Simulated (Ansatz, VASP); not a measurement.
Two plane-wave programs on WC

The input POSCAR:

```
WC
1.0
    0.0000000000      2.1926800000      2.1926800000
    2.1926800000      0.0000000000      2.1926800000
    2.1926800000      2.1926800000      0.0000000000
W C
1 1
Direct
    0.0000000000      0.0000000000      0.0000000000
    0.5000000000      0.5000000000      0.5000000000
```

Contents of INCAR.step1:

```
  PREC = Accurate
  ENCUT = 520
  ISMEAR = 0
  SIGMA = 0.2
  LREAL = F
  LASPH = T
  NELM = 100
  NBANDS = 16
  GGA = PE
  ALGO = Normal
  EDIFF = 1E-4
  LWAVE = T
  LCHARG = F
```

INCAR.step2

```
  PREC = Accurate
  ENCUT = 520
  EDIFF = 1E-7
  ISMEAR = 0
  SIGMA = 0.2
  LREAL = F
  LASPH = T
  NELM = 100
  ALGO = Normal
  ISIF = 2
  LWAVE = F
  LCHARG = T
  METAGGA = R2SCAN
  LMIXTAU = T
  LELF = T
  LVHAR = T
  NBANDS = 16
  ISTART = 1
```

Contents of KPOINTS:

```
Automatic mesh
0
Gamma
  13 13 13
```

Input for Ansatz:

```yaml
crystal:
  lattice:
    - [0.0, 2.19268, 2.19268]
    - [2.19268, 0.0, 2.19268]
    - [2.19268, 2.19268, 0.0]
  atoms:
    - { symbol: W, position: [0.0, 0.0, 0.0] }
    - { symbol: C, position: [0.5, 0.5, 0.5] }
basis:
  ecutwfc: 650.0
kpoints:
  mp_grid:
    grid: [13, 13, 13]
hamiltonian:
  xc: r2scan
scf:
  occupations:
    method: gaussian
    width: 0.2
output:
  stress: true
```

Measurements of this composition are mostly on another form, of space group No. 187.

Alike in both runs: task single point; functional r2SCAN; k mesh 13 × 13 × 13; occupations gaussian, width 0.2 eV; no spin polarisation.

|  | VASP | Ansatz |
| --- | --- | --- |
| version | VASP 6.6.1 | Ansatz 0.2.0 |
| potentials or method | VASP PAW PBE potentials, release 64 (W_sv, C) | plane waves, PAW |
| plane-wave cutoff (eV) | 520 | 650 |
| valence electrons in the cell | 18 | 18 |

|  | VASP | Ansatz | Ansatz less VASP |
| --- | --- | --- | --- |
| pressure (GPa) | -3.6 | -5.2 | -1.60 |

With one functional, cell and mesh, what is left measures potentials, basis and numerics.

Caveats: the PAW data sets were made with another functional, which shifts forces and pressure a little (VASP). The runs have no spin-orbit coupling, so splittings on W are missing.
